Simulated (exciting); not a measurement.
# HfB2 (P6/mmm) in exciting: single point with PBE

Aim: the single point of HfB2 with PBE.

Program: exciting (release sodium). These are calculated values, not measurements. Logs are shortened: lines on timing, memory, paths and dates and some standing lists are left out, and cuts for length are marked.

### Step 1. The crystal as given

Symmetry: P6/mmm, No. 191, hexagonal system. Conventional cell: a = 3.140 Å, b = 3.140 Å, c = 3.480 Å, α = 90.00°, β = 90.00°, γ = 120.00°. Hf (site symmetry 6/mmm) has 12 B at 2.51 Å as nearest neighbours. B (site symmetry -6m2) has 3 B at 1.81 Å as nearest neighbours.

### Step 2. Single point, PBE

File input.xml:

```xml
<input>
  <title>HfB2</title>
  <structure speciespath="./" tshift="false">
    <crystal scale="1">
      <basevect>5.933740031325 0.000000000000 0.000000000000</basevect>
      <basevect>-2.966870015662 5.138769606612 0.000000000000</basevect>
      <basevect>0.000000000000 0.000000000000 6.576246913698</basevect>
    </crystal>
    <species speciesfile="Hf.xml" rmt="2.3">
      <atom coord="0.000000000000 0.000000000000 0.000000000000"/>
    </species>
    <species speciesfile="B.xml" rmt="1.45">
      <atom coord="0.666666666700 0.333333333300 0.500000000000"/>
      <atom coord="0.333333333300 0.666666666700 0.500000000000"/>
    </species>
  </structure>
  <groundstate do="fromscratch" ngridk="10 10 8" rgkmax="7" gmaxvr="14" lmaxapw="10" lmaxmat="10" lmaxvr="8" xctype="GGA_PBE" stype="Gaussian" swidth="0.00040424" nempty="16" ValenceRelativity="iora*" epsengy="1e-05" epspot="1e-05" maxscl="60" tforce="true" outputlevel="normal"/>
</input>
```

Potentials or basis: all-electron LAPW+lo, shipped species files, valence relativity iora*.

Run with:

```console
OMP_NUM_THREADS=1 exciting_smp
```

INFO.OUT:

```text
================================================================================
EXCITING SODIUM started
[... 10 lines left out ...]

 Lattice vectors (cartesian) :
      5.9337400313      0.0000000000      0.0000000000
     -2.9668700157      5.1387696066      0.0000000000
      0.0000000000      0.0000000000      6.5762469137

 Reciprocal lattice vectors (cartesian) :
      1.0588912345      0.6113511393     -0.0000000000
      0.0000000000      1.2227022786      0.0000000000
      0.0000000000     -0.0000000000      0.9554363438

 Unit cell volume                           :     200.5237292876
 Brillouin zone volume                      :       1.2370117707

 Species :    1 (Hf)
     parameters loaded from                 :    Hf.xml
     name                                   :    hafnium
     nuclear charge                         :     -72.00000000
     electronic charge                      :      72.00000000
     atomic mass                            :  325367.36570000
     muffin-tin radius                      :       2.30000000
     # of radial points in muffin-tin       :     450

     atomic positions (lattice) :
       1 :   0.00000000  0.00000000  0.00000000

 Species :    2 (B)
     parameters loaded from                 :    B.xml
     name                                   :    boron
     nuclear charge                         :      -5.00000000
     electronic charge                      :       5.00000000
     atomic mass                            :   19707.24741000
     muffin-tin radius                      :       1.45000000
     # of radial points in muffin-tin       :     250

     atomic positions (lattice) :
       1 :   0.66666667  0.33333333  0.50000000
       2 :   0.33333333  0.66666667  0.50000000

 Total number of atoms per unit cell        :       3

 Spin treatment                             :    spin-unpolarised

 Number of Bravais lattice symmetries       :      24
[... 351 lines left out ...]
[... 6 further cycles ...]
+ SCF iteration number :   17                                                  +
++++++++++++++++++++++++++++++++++++++++++++++++++++++++++++++++++++++++++++++++
 Total energy                               :    -15147.65505589
 _______________________________________________________________
 Fermi energy                               :         0.49116613
 Kinetic energy                             :     16938.38857855
 Coulomb energy                             :    -31767.85427814
 Exchange energy                            :      -313.46752089
 Correlation energy                         :        -4.72183541
[... 285 lines left out ...]
 RMS change in effective potential (target) :  0.156341E-06  ( 0.100000E-04)
 Absolute change in total energy   (target) :  0.159467E-05  ( 0.100000E-04)
 Charge distance                   (target) :  0.168663E-08  ( 0.100000E-04)
 Abs. change in max-nonIBS-force   (target) :   0.00000      ( 0.500000E-04)

++++++++++++++++++++++++++++++++++++++++++++++++++++++++++++++++++++++++++++++++
| Convergency criteria checked for the last 2 iterations                       +
| Convergence targets achieved. Performing final SCF iteration                 +
++++++++++++++++++++++++++++++++++++++++++++++++++++++++++++++++++++++++++++++++
 Total energy                               :    -15147.64605650
 _______________________________________________________________
 Fermi energy                               :         0.49116794
 Kinetic energy                             :     16938.39351047
 Coulomb energy                             :    -31767.85038381
 Exchange energy                            :      -313.46735022
 Correlation energy                         :        -4.72183294

 DOS at Fermi energy (states/Ha/cell)       :        65.19627021

 Electron charges :
     core                                   :        50.00000000
     core leakage                           :         0.00153953
     valence                                :        32.00000000
     interstitial                           :         6.24548911
     charge in muffin-tin spheres :
                  atom     1    Hf          :        69.31336201
                  atom     2     B          :         3.22057444
                  atom     3     B          :         3.22057444
     total charge in muffin-tins            :        75.75451089
     total charge                           :        82.00000000

++++++++++++++++++++++++++++++++++++++++++++++++++++++++++++++++++++++++++++++++
+ Self-consistent loop stopped                                                 +
++++++++++++++++++++++++++++++++++++++++++++++++++++++++++++++++++++++++++++++++
 STATE.OUT is written

--------------------------------------------------------------------------------
- Writing atomic positions and forces                                          -
--------------------------------------------------------------------------------

 Atomic positions (lattice) :
 atom     1  Hf  :     0.00000000    0.00000000    0.00000000
 atom     2   B  :     0.66666667    0.33333333    0.50000000
 atom     3   B  :     0.33333333    0.66666667    0.50000000

 Total atomic forces including IBS (cartesian) :
 atom     1  Hf  :     0.00000000   -0.00000000    0.00000000
 atom     2   B  :    -0.00000000    0.00000000    0.00000000
 atom     3   B  :     0.00000000   -0.00000000    0.00000000

 Atomic force components including IBS (cartesian) :
 atom     1  Hf  :    -0.00000000   -0.00000000   -0.00000000   HF force
                 :    -0.00000000    0.00000000    0.00000000   core correction
                 :     0.00000000   -0.00000000    0.00000000   IBS correction
 atom     2   B  :    -0.00000000    0.00000000    0.00000000   HF force
                 :    -0.00000000   -0.00000000    0.00000000   core correction
                 :    -0.00000000    0.00000000    0.00000000   IBS correction
 atom     3   B  :     0.00000000    0.00000000    0.00000000   HF force
                 :     0.00000000    0.00000000    0.00000000   core correction
                 :     0.00000000   -0.00000000    0.00000000   IBS correction

********************************************************************************
* Groundstate module stopped                                                   *
********************************************************************************

--------------------------------------------------------------------------------
- CAUTION! Warnings have been written in file WARNING.OUT !                    -
--------------------------------------------------------------------------------
================================================================================
| EXCITING SODIUM stopped                                                      =
================================================================================
```

Wall time 8.7 min (1 thread of Arm Neoverse V1, shared host); peak memory 0.15 GiB.

What came out:

- Free energy: -412188.4477 eV
- Band gap on the k mesh: none (metal or under the smearing width)
- All electrons inside the program's atomic spheres: Hf 69.31; B 3.22 (radii Hf 2.3, B 1.45 bohr)

Levels at points of the mesh, in eV from the Fermi level:
```csv
k point,band 14,band 15,band 16,band 17,band 18,band 19
"(0.00, 0.00, 0.00)",-2.76,-2.76,-2.58,4.16,4.16,4.78
"(0.50, 0.00, 0.00)",-3.98,-3.23,-2.72,2.32,2.86,5.70
"(0.00, 0.00, 0.50)",-0.99,-0.99,0.46,0.46,1.13,1.13
"(0.50, 0.00, 0.50)",-4.82,-4.56,-2.52,4.20,4.30,6.37
```
